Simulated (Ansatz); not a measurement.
Theory: DFT PBE, scalar-relativistic, plane waves, PAW (Ansatz 0.2.0). Several structures of NaH₄ were relaxed, and the powder pattern of one of them was computed from 10° to 70° in 2θ (λ = 1.5406 Å; lines under 1 % are left out).

Cu Kα1 powder pattern (kinematic, no thermal factors).
2θ (°) (relative intensity): 14.43 (30), 24.34 (40), 28.41 (100), 29.10 (18), 38.29 (28), 42.84 (19), 44.28 (3), 45.43 (12), 49.88 (6), 51.16 (15), 52.20 (15), 52.62 (16), 58.79 (7), 60.32 (1), 63.30 (6), 66.03 (6), 67.81 (4), 68.88 (5), 69.75 (10)

Question: Which structure gives it?
1.

```
Na H
1.0
    -2.63651    2.63651    2.30880
     2.63651   -2.63651    2.30880
     2.63651    2.63651   -2.30880
Na H
1 4
Cartesian
  0.0000 0.0000 0.0000
  0.3943 2.6365 0.0000
  2.2423 0.0000 2.3088
  0.0000 2.2423 2.3088
  2.6365 0.3943 0.0000
```

2.

```
Na H
1.0
     4.21882    0.00000    0.00000
    -2.10941    3.65361    0.00000
     0.00000    0.00000    6.13237
Na H
1 4
Direct
  0.00000 0.00000 0.00000
  0.33333 0.66667 0.43833
  0.33333 0.66667 0.56167
  0.66667 0.33333 0.43833
  0.66667 0.33333 0.56167
```

3.

```
Na H
1.0
     2.05770   -3.42605    0.00000
     2.05770    3.42605    0.00000
     0.00000    0.00000    3.30883
Na H
1 4
Direct
  0.50000 0.50000 0.50000
  0.94479 0.05521 0.50000
  0.05521 0.94479 0.50000
  0.50000 0.00000 0.00000
  0.00000 0.50000 0.00000
```

Answer: 2. Its strongest line, at 2θ = 28.41°, has d = λ/(2 sin θ) = 3.139 Å and is the (1 0 1) reflection of the conventional P6/mmm cell with a = 4.219 Å, c = 6.132 Å. The others have their strongest lines at 25.6° (1); 25.2° (3).

The cells needn't be stable.
